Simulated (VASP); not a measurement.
Set up this calculation in VASP 6.6.1, as the native input.

```
Task                   : single point
Functional             : PBE
Potentials or basis    : VASP PAW PBE potentials, release 64 (Si)
Cutoff                 : 520 eV
k mesh                 : 2 × 2 × 2
Occupations            : fermi-dirac, width 0.36 eV
Spin                   : no spin polarisation
Dipole correction      : no
Further INCAR settings : LREAL = Auto; ALGO = Fast; EDIFF = 1e-07; NBANDS = 46
```

The structure of Si lies in POSCAR:

```
Si
1.0
    0.0000000000      5.6889540000      5.6889540000
    5.6889540000      0.0000000000      5.6889540000
    5.6889540000      5.6889540000      0.0000000000
Si
16
Direct
   -0.0215769015      0.1005545132     -0.0616018340
    0.1344008055      0.0421518613      0.1608380029
   -0.0548519113      0.0080770560      0.5077998521
    0.1145113847      0.1670869548      0.5665276956
    0.0817549237      0.4368289847     -0.0373003543
    0.1452727514      0.6501810350      0.0866152196
   -0.0303043407      0.5472710801      0.4562350126
    0.0715860947      0.6721534398      0.6067459853
    0.4813099209     -0.0225964211      0.0040341335
    0.6370327480      0.0697228348      0.1459231346
    0.4904328634      0.0679826204      0.4858801811
    0.5854063858      0.1275893600      0.6595676464
    0.5567104252      0.4247529511      0.1130436281
    0.7142613563      0.6460590119      0.0659875260
    0.4362752801      0.5511645902      0.5054971441
    0.5773996415      0.6933963607      0.6314869131
```

The cell was built by a generator and needn't be a form met in nature.

The input as run:

INCAR

```
SYSTEM = Si
  PREC = Accurate
  ENCUT = 520
  EDIFF = 1E-7
  ISMEAR = -1
  SIGMA = 0.36
  LREAL = Auto
  LASPH = .TRUE.
  NELM = 100
  ALGO = Fast
  ISIF = 2
  LWAVE = .FALSE.
  LCHARG = .TRUE.
  GGA = PE
  LELF = .TRUE.
  LVHAR = .TRUE.
  NBANDS = 46
```

KPOINTS

```
regular mesh
0
G
  2 2 2
  0 0 0
```

Potentials or basis: VASP PAW PBE potentials, release 64 (Si).

Launch:

```sh
$ cat potpaw_PBE.64/Si/POTCAR > POTCAR
$ mpirun -np 1 vasp_std > vasp.out
```

Results of the run:

```
Pressure               : -5.9 GPa
Largest force          : 2.658 eV/Å
Band gap on the k mesh : none (metal or under the smearing width)
```

Caveat: the k mesh is coarse (spacing up to 0.48 Å⁻¹), so the values aren't converged; forces of over 1 eV/Å show positions far from the minimum, so gaps and moduli don't describe the material at rest.

Wall time 110 s on 1 thread of Intel(R) Xeon(R) 6975P-C (Granite Rapids), with other jobs on the host, peak memory 0.47 GiB.
